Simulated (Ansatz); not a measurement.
PbO (zincblende) at its r2SCAN geometry: many-body runs in Ansatz on a coarse mesh, with settings drawn wide and some wrong on purpose. No gap below is converged. Spin-unpolarised throughout. Whether this structure exists isn't addressed.

The first input:
```yaml
crystal:
  lattice:
    - [0.0, 2.7987768025, 2.7987768025]
    - [2.7987768025, 0.0, 2.7987768025]
    - [2.7987768025, 2.7987768025, 0.0]
  atoms:
    - { symbol: Pb, position: [0.0, 0.0, 0.0] }
    - { symbol: O, position: [0.25, 0.25, 0.25] }
kpoints:
  mp_grid: { grid: [4, 4, 4] }
hamiltonian:
  xc: hse06
scf:
  occupations: { method: fixed }
gw:
  n_empty_bands: 40
  ecut_chi: 60
  qp_bands: [v1, c1]
  qp_kpoints: band_edges
  screening: { model: contour_deformation }
  q_mesh: [2, 2, 2]
```

Task: How does it end?

Result: It runs. The HSE06 gap over the mesh, 1.05 eV, becomes 0.73 eV, with 50 bands summed and 59 plane waves in the screening.
```
--- G₀W₀: contour deformation, 6 samples at zero and on the imaginary axis and 2 off it, 8 q-points, 40 empty bands' worth ---
    ik  band        ε_KS         Σx   Σc(E_QP)       V_xc       Z   E_QP_lin       E_QP  E_QP is
     4    10      6.6014   -22.5695     3.3009   -19.7403  0.7133     7.0634     7.0731  root
     4    11     10.0070    -8.8282    -3.3816   -12.5929  0.7475    10.4000    10.3900  root
     6    10      7.1286   -23.1798     3.2249   -20.4744  0.7175     7.6369     7.6481  root
     6    11      8.3785    -6.3432    -3.6638   -10.1782  0.7619     8.5514     8.5497  root
     7    10      7.3312   -24.1912     3.5968   -21.0835  0.7114     7.8101     7.8203  root
     7    11     10.4705    -8.9165    -3.3559   -12.6733  0.7416    10.8826    10.8714  root
```
The points are ik 4 = (0, 1/4, -1/2), ik 6 = (0, -1/2, -1/2), ik 7 = (1/4, -1/2, -1/4); band 10 is the last filled one.

Task: And with these blocks in place of the first input's?
```yaml
hamiltonian:
  xc: pbe
gw:
  n_empty_bands: 100000
  ecut_chi: 80
  qp_bands: [v1, c1]
  qp_kpoints: band_edges
  screening: { model: contour_deformation }
```

Result: The program doesn't start.
```
Error: inconsistent input (gw.n_empty_bands, basis.ecutwfc): the count of 100010 bands up to the last of gw.n_empty_bands exceeds the smallest per-k basis n_pw = 846 of the GW NSCF pass (the SCF k-mesh) (at k = [0.000000, -0.500000, -0.500000] in reciprocal lattice vectors) — raise basis.ecutwfc, or ask for fewer bands where the run can do with them
```

Task: And with these blocks in place of the first input's?
```yaml
gw:
  n_empty_bands: 45
  ecut_chi: 120
  qp_bands: [v1, c1]
  qp_kpoints: band_edges
  screening: { model: contour_deformation }
```

Result: It runs. The HSE06 gap over the mesh, 1.05 eV, becomes 0.63 eV, with 55 bands summed and 137 plane waves in the screening.
```
--- G₀W₀: contour deformation, 6 samples at zero and on the imaginary axis and 2 off it, 64 q-points, 45 empty bands' worth ---
    ik  band        ε_KS         Σx   Σc(E_QP)       V_xc       Z   E_QP_lin       E_QP  E_QP is
     4    10      6.6014   -22.0867     2.8510   -19.7403  0.7291     7.0981     7.1060  root
     4    11     10.0070    -9.2802    -2.9203   -12.5929  0.7723    10.4053    10.3993  root
     6    10      7.1286   -22.6977     2.7408   -20.4744  0.7347     7.6386     7.6461  root
     6    11      8.3785    -6.9701    -3.0246   -10.1782  0.7975     8.5631     8.5620  root
     7    10      7.3312   -23.2869     2.8033   -21.0835  0.7318     7.9217     7.9311  root
     7    11     10.4705    -9.2641    -3.0240   -12.6733  0.7587    10.8634    10.8558  root
```
The points are ik 4 = (0, 1/4, -1/2), ik 6 = (0, -1/2, -1/2), ik 7 = (1/4, -1/2, -1/4); band 10 is the last filled one.

Task: And with these blocks in place of the first input's?
```yaml
hamiltonian:
  xc: pbe
gw:
  n_empty_bands: 2
  ecut_chi: 80
  qp_bands: [v1, c1]
  qp_kpoints: band_edges
  screening: { model: contour_deformation }
```

Result: The ground state converges, and G0W0 is refused.
```
Error: G₀W₀ refused: the quasiparticle rows reach c1, inside the degenerate multiplet of c1 to c3 at k-index 0, which gw.n_empty_bands = 2 cuts: a row's own level would stand in its own sum at a weight under one; raise gw.n_empty_bands to 3 or more, or end gw.qp_bands at v1 or below
```

Spin-orbit coupling is left out; in compounds of Pb, Bi, Tl or Hg it can lower a gap by up to about 1 eV, split its edges or invert the bands.
